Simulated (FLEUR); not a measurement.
TaS2: single point with revPBE+U

TaS2:

```
Ta S
1.0
     3.43705    0.00000    0.00000
    -1.71853    2.97657    0.00000
     0.00000    0.00000    6.01228
Ta S
1 2
Direct
  0.00000 0.00000 0.00000
  0.66667 0.33333 0.75000
  0.33333 0.66667 0.25000
```

The cell isn't the ideal one: volume scaled by 1.08.

* Program: FLEUR MaX-R8.1 (patched build s14)
* Task: single point
* Functional: revPBE
* Potentials or basis: all-electron
* Basis: FLAPW
* Kmax: 4.56 1/bohr
* k mesh: 6 × 6 × 3
* Occupations: fermi-dirac, width 0.2 eV
* Spin: spin-orbit coupling, no magnetisation
* Hubbard terms: Ta d U = 3 eV, J = 0.5 eV

```json
{
  "Band gap on the k mesh": "none (metal or under the smearing width)",
  "Valence electrons inside the program's atomic spheres": "Ta 24.80; S 3.31 (radii Ta 2.54, S 1.82 bohr)"
}
```

Levels at points of the mesh, in eV from the Fermi level:
```tsv
k point	band 35	band 36	band 37	band 38	band 39	band 40	band 41	band 42	band 43	band 44
(0.00, 0.00, 0.00)	-1.15	-1.15	-1.03	-1.03	-0.02	-0.01	0.08	0.10	0.48	0.49
(0.00, 0.50, 0.00)	-3.52	-3.52	-2.45	-2.45	-0.80	-0.80	2.21	2.25	2.78	2.82
```

Core levels (eV from the Fermi level):
```csv
atom,levels
1 Ta,"1s1/2 -67279.0, 2s1/2 -11549.2, 2p1/2 -11035.5, 2p3/2 -9765.3, 3s1/2 -2643.4, 3p1/2 -2415.5, 3p3/2 -2142.0, 4s1/2 -536.6, 3d3/2 -1758.1, 3d5/2 -1698.6, 4p1/2 -442.7, 4p3/2 -379.7, 4d3/2 -225.7, 4d5/2 -214.1"
2 S,"1s1/2 -2400.3, 2s1/2 -206.1, 2p1/2 -151.6, 2p3/2 -150.3"
3 S,"1s1/2 -2400.3, 2s1/2 -206.1, 2p1/2 -151.6, 2p3/2 -150.3"
```

It took 2.3 min on 1 thread of AMD EPYC 9R14 (Zen 4) (shared host), peak memory 0.14 GiB.

Caveat: spin-orbit coupling is added in second variation on a limited number of bands; U without spin polarisation on a metal has little footing.
